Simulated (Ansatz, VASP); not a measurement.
**Two plane-wave programs on ZrC2**

```
CELL_PARAMETERS angstrom
1.39400 0.80483 4.30508
-1.39400 0.80483 4.30508
0.00000 -1.60965 4.30508
ATOMIC_POSITIONS crystal
Zr 0.00000 0.00000 0.00000
C 0.18521 0.18521 0.18521
C 0.81479 0.81479 0.81479
```

Alike in both runs: functional PBE; k mesh 21 × 21 × 21; occupations gaussian, width 0.1 eV; no spin polarisation.

Ansatz relaxed the structure, and its values are those at the end. VASP's run is a single point on that final structure, the one shown.

|  | VASP | Ansatz |
| --- | --- | --- |
| version | VASP 6.6.1 | Ansatz 0.2.0 |
| potentials or method | VASP PAW PBE potentials, release 64 (Zr_sv, C) | scalar-relativistic, plane waves, PAW |
| plane-wave cutoff (eV) | 520 | 420 |
| valence electrons in the cell | 20 | 20 |

VASP gave:

| Item | Value |
| --- | --- |
| gap on the k mesh at the Fermi level (eV) | none |
| pressure (GPa) | 0.3 |

Task: Which values does Ansatz return?

Result: gap on the k mesh at the Fermi level (eV): none; pressure (GPa): 0.0.

A gap of «none» marks a metal or a gap that the smearing closes.
